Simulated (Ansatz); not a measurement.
## TiAl (P4/mmm), zone-centre modes

Computed with DFT PBE, scalar-relativistic, plane waves, PAW (Ansatz). The runs took a 420 eV cutoff, a Γ-centred 22×14×14 mesh and Gaussian smearing (0.15 eV). No spin polarisation.

Reference structure (relaxed at this level; it needn't be the usual structure):

```
Ti Al
1.0
    -2.82209    0.00000    0.00000
     0.00000    2.82209    4.07677
     0.00000    2.82209   -4.07677
Ti Al
2 2
Cartesian
  0.0000 2.8221 0.0000
  0.0000 0.0000 0.0000
  -1.4110 1.4110 2.0384
  -1.4110 1.4110 -2.0384
```

Harmonic modes by finite displacements of 0.02 Å, without the LO–TO term. The cell doubles the primitive one, so its zone centre also holds the primitive cell's point q = (0, 1/2, 1/2).

Task: At this geometry, is the structure stable against these modes?

Result: Yes: no mode is imaginary beyond 10 cm⁻¹, and only the three translations lie near zero.

Task: List the wavenumbers in cm⁻¹.

Result: 0, 0, 0, 152, 161, 213, 218, 262, 262, 299, 317, 324.

Cost: 1 run of about 16 core-minutes, on Intel Xeon Processor @ 2.50GHz (Skylake/Cascade Lake) (shared hosts).